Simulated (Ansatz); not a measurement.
The system is TiSe.

```
Se Ti
1.0
     3.55900    0.00000    0.00000
    -1.77950    3.08218    0.00000
     0.00000    0.00000    6.22000
Se Ti
2 2
Direct
  0.66667 0.33333 0.75000
  0.33333 0.66667 0.25000
  0.00000 0.00000 0.50000
  0.00000 0.00000 0.00000
```

Program: Ansatz 0.2.0. Alike in all runs: potentials or basis Ansatz PAW; cell as given.

Q: Order these runs on this cell by their pressure, lowest first.
A. level LDA; spin SOC, no magnetisation; k mesh 7 × 7 × 4; cutoff (eV) 420; smearing fermi-dirac 0.05 eV; points for each segment of the path 14
B. level r2SCAN; spin off; k mesh 9 × 9 × 5; cutoff (eV) 500; smearing fermi-dirac 0.05 eV; points for each segment of the path 14
C. level BLYP; spin off; k mesh 9 × 9 × 5; cutoff (eV) 420; smearing gaussian 0.05 eV
D. level PBEsol; spin off; k mesh 9 × 9 × 5; cutoff (eV) 420; smearing fermi-dirac 0.05 eV; points for each segment of the path 14

A: A (-4.1 GPa), D (-0.6 GPa), B (3.8 GPa), C (11.3 GPa).

Caveats: the PAW data sets come from PBE, with cores solved anew for the run's functional, which leaves a small shift of forces and pressure; the potentials were made for another functional, which shifts forces and pressure (some runs).

Not every run made on this cell is shown here.
